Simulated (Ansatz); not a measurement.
Crystal: MnO2.

```xyz
6
Lattice="2.9042 0.0000 0.0000 0.0000 3.8448 0.0000 0.0000 0.0000 6.1643" Properties=species:S:1:pos:R:3 pbc="T T T"
Mn    1.4521    1.9224    2.1162
Mn    0.0000    0.0000    4.0481
O     1.4521    0.0000    5.1630
O     0.0000    1.9224    1.0013
O     1.4521    0.0000    2.6001
O     0.0000    1.9224    3.5642
```

Measurements of this composition are mostly on another form, of space group No. 136.

Alike in all runs: program Ansatz 0.2.0; functional PBEsol; potentials or basis Ansatz PAW; cutoff 420 eV (not typed: the program's choice for these potentials); k mesh 9 × 7 × 5; occupations fermi-dirac, width 0.05 eV.

The same cell was started in several ways:

| start | free energy over the lowest (meV/atom) | net moment (μB) | site or absolute moments (μB) | gap |
| --- | --- | --- | --- | --- |
| collinear spin, ferrimagnetic start of up to 4 μB | 5.5 | 0.00 | Mn +2.35, -2.35; O -0.13, +0.13, +0.00, -0.00 | 0.09 eV |
| no spin polarisation | 261.2 | - | - | none (metal or under the smearing width) |
| collinear spin, random start of up to 4.04 μB | 5.5 | 0.00 | Mn -2.35, +2.35; O +0.13, -0.13, -0.00, +0.00 | 0.09 eV |
| collinear spin, antiferromagnetic start of up to 4 μB | 5.5 | 0.00 | Mn +2.35, -2.35; O -0.13, +0.13, +0.00, -0.00 | 0.09 eV |
| collinear spin, ferromagnetic start of up to 5.5 μB | 0.0 | 6.00 | Mn +2.41; O +0.12, -0.00 | none (metal or under the smearing width) |
| collinear spin, ferromagnetic start of up to 4 μB | 0.0 | 6.00 | Mn +2.41; O +0.12, -0.00 | none (metal or under the smearing width) |

The spin-polarised runs without a constraint all converged, yet they end up to 5 meV/atom apart: a converged run can sit in a state that isn't the lowest. Allowing spin polarisation gains 261 meV/atom. A still lower state may exist.

Caveats: the cell is far from rest, so the order of the states can change on relaxing; forces of over 1 eV/Å show positions far from the minimum, so gaps and moduli don't describe the material at rest; semilocal functionals often make such compounds metallic where correlation or magnetic order opens a gap, which also shifts bond lengths (some runs); the magnetic or orbital state may not be the lowest (some runs); odd divisions of the mesh miss points on the zone boundary, where band edges often lie, so the gap on the mesh can be too wide (some runs).
